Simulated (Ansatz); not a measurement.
C: single point with PBE

The system is C.

```
C
1.0
     0.00000    1.78337    1.78337
     1.78337    0.00000    1.78337
     1.78337    1.78337    0.00000
C
2
Direct
  0.75000 0.75000 0.75000
  0.50000 0.50000 0.50000
```

This isn't the form of C at room conditions, which is graphite.

```yaml
Program: Ansatz 0.2.0
Task: single point
Functional: PBE
Potentials_or_basis: all-electron LAPW, scalar-relativistic
Cutoff: 449 eV (chosen from the basis error)
Basis_error_allowed: 0.001 eV/atom
k_mesh: 13 × 13 × 13
Occupations: gaussian, width 0.023 eV
Spin: no spin polarisation
```

- Pressure: 1.8 GPa
- Band gap on the k mesh: 4.15 eV, indirect (least direct gap 5.60 eV)

Levels at points of the mesh, in eV from the valence-band top:
```csv
k point,band 4,band 5,band 6,band 7,band 8,band 9
"(0.00, 0.00, 0.00)",0.00,0.00,0.00,5.60,5.60,5.60
```

Run time: 5.6 s on 1 thread of Arm Neoverse V1 (shared host), peak memory 0.24 GiB.

Caveat: an odd mesh through Γ misses points on the zone boundary, where band edges often lie. As with any semilocal functional, this PBE gap is likely too small.
